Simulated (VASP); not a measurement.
# Si: restarted molecular dynamics, 2 variants

Si, Fd-3m (no. 227), 8 atoms in the cell. PBE, molecular dynamics; PAW potentials Si (PBE set).

| Restart from | Temperature at the end (K) | The same without a restart (K) | Potential energy at the end (eV/atom) | The same without a restart (eV/atom) | Electronic steps in the first step after the restart | Time (s) |
|---|---|---|---|---|---|---|
| CONTCAR with velocities, WAVECAR read | 463.0 | 463.0 | -5.31773 | -5.31773 | 4 | 73 |
| CONTCAR with velocities, no WAVECAR | 463.0 | 463.0 | -5.31773 | -5.31773 | 14 | 68 |

Limits: 120 fs of 8 atoms are too short for converged averages; the cell is only 5.4 Å across, so each atom moves in step with near copies of itself.

## Input of the first row

INCAR.step1:
```
SYSTEM = Si
GGA = PE ; PREC = Normal
ENCUT = 250 ; EDIFF = 1E-6
NELMIN = 4 ; NELM = 60
ALGO = Normal ; LREAL = Auto
LASPH = .True. ; ISMEAR = 0
SIGMA = 0.05 ; ISYM = 0
LWAVE = .True. ; LCHARG = .False.
IBRION = 0 ; NSW = 30
POTIM = 2.0 ; TEBEG = 600
ISIF = 2 ; RANDOM_SEED = 677231 0 0
MDALGO = 1 ; ANDERSEN_PROB = 0.0
KPAR = 2
```

INCAR.step2, as INCAR.step1 but for:
```
- LWAVE = .True.
+ LWAVE = .False.
```

KPOINTS:
```
k-points
0
Monkhorst-Pack
  2 2 2
```

POSCAR.step1:
```
Si
1.0
    5.4437023730      0.0000000000      0.0000000000
    0.0000000000      5.4437023730      0.0000000000
    0.0000000000      0.0000000000      5.4437023730
Si
8
Direct
    0.5000000000      0.0000000000      0.5000000000
    0.2500000000      0.2500000000      0.2500000000
    0.5000000000      0.5000000000      0.0000000000
    0.2500000000      0.7500000000      0.7500000000
    0.0000000000      0.0000000000      0.0000000000
    0.7500000000      0.2500000000      0.7500000000
    0.0000000000      0.5000000000      0.5000000000
    0.7500000000      0.7500000000      0.2500000000
```

Commands (each step's output is kept before the next begins):
```
cat potpaw_PBE.64/Si/POTCAR > POTCAR
cp INCAR.step1 INCAR
cp POSCAR.step1 POSCAR
mpirun -np 2 vasp_std > vasp.out
cp CONTCAR POSCAR
cp INCAR.step2 INCAR
mpirun -np 2 vasp_std > vasp.out
```

Changes of the last row against the first:
```
(step 1)
- LWAVE = True
+ LWAVE = False
```

VASP 6.6.1 took 73 s on 2 cores (AMD EPYC 7R13 (Zen 3)), a shared host.
